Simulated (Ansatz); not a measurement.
# Hg2Te3: one candidate structure

Where does Hg2Te3 go from the start given, A-type sesquioxide type (P-3m1, No. 164)?

Program: Ansatz 0.2.0. Level of theory: DFT PBE, scalar-relativistic, plane waves, PAW. These are calculated values, not measurements.

## 1. The system as given

Symmetry: P-3m1, No. 164, trigonal system. The conventional cell has a = 4.762 Å, b = 4.762 Å, c = 7.409 Å, α = 90.00°, β = 90.00°, γ = 120.00°. Hg (site symmetry 3m) has 7 Te at 2.87 to 3.29 Å as nearest neighbours. Around Te (site symmetry -3m) lie 6 Hg at 3.29 Å. Around Te (site symmetry 3m) lie 4 Hg at 2.87 to 2.96 Å.

Structure file:

```cif
data_structure
_symmetry_space_group_name_H-M 'P-3m1'
_symmetry_Int_Tables_number 164
_cell_length_a 4.7623
_cell_length_b 4.7623
_cell_length_c 7.4093
_cell_angle_alpha 90.000
_cell_angle_beta 90.000
_cell_angle_gamma 120.000
_cell_volume 145.53
loop_
_atom_site_label
_atom_site_type_symbol
_atom_site_symmetry_multiplicity
_atom_site_Wyckoff_symbol
_atom_site_fract_x
_atom_site_fract_y
_atom_site_fract_z
_atom_site_occupancy
Hg1 Hg 2 d 0.33333 0.66667 0.24500 1
Te1 Te 1 a 0.00000 0.00000 0.00000 1
Te2 Te 2 d 0.33333 0.66667 0.64500 1
```

(A quick probe on a coarse mesh, which set the mesh and smearing, is not shown.)

## 3. Rough relaxation on the coarse mesh

File input.yaml:

```yaml
crystal:
  lattice:
    - [4.7622758097, 0.0, 0.0]
    - [-2.3811379049, 4.124251831, 0.0]
    - [0.0, 0.0, 7.4093275923]
  atoms:
    - { symbol: Hg, position: [0.3333333333, 0.6666666667, 0.245] }
    - { symbol: Hg, position: [0.6666666667, 0.3333333333, 0.755] }
    - { symbol: Te, position: [0.0, 0.0, 0.0] }
    - { symbol: Te, position: [0.3333333333, 0.6666666667, 0.645] }
    - { symbol: Te, position: [0.6666666667, 0.3333333333, 0.355] }
basis:
  ecutwfc: 420
kpoints:
  mp_grid: { grid: [6, 6, 4] }
hamiltonian:
  xc: pbe
scf:
  occupations: { method: gaussian, width: 0.1 }
  lower_state_search: "off"
output:
  forces: true
  stress: true
  eigenvalues: true
relax:
  adjacent_minimum: "off"
  f_tol: 0.04
  max_steps: 70
  cell: { stress_tol: 0.4 }
```

Command:

```bash
ansatz run input.yaml --threads 1 --pin off --max-ram 2560MiB --backend cpu --events-out ev --progress --plain --runs-dir out
```

Further runs follow: full relaxation.

Q: Predict the outcome of this session.

**Answer**, as computed:

Formation energies count from the elements, computed with the same settings in runs not shown here.

```
                          quantity                                                                       value
                              cell  a = 4.254 Å, b = 4.254 Å, c = 9.464 Å, α = 90.00°, β = 90.00°, γ = 120.00°
                       space group                                                             P-3m1 (No. 164)
                            volume                                                               29.66 Å³/atom
                   gap on the mesh                                                                none (metal)
formation energy from the elements                                                              +0.082 eV/atom
```

The space group stayed P-3m1, and from the first guess the volume went from 29.11 to 29.66 Å³/atom. The formation energy of +0.08 eV/atom is positive, so the elements lie lower than this structure; another structure of the compound can lie lower. Spin-orbit coupling is left out for Hg, Te.
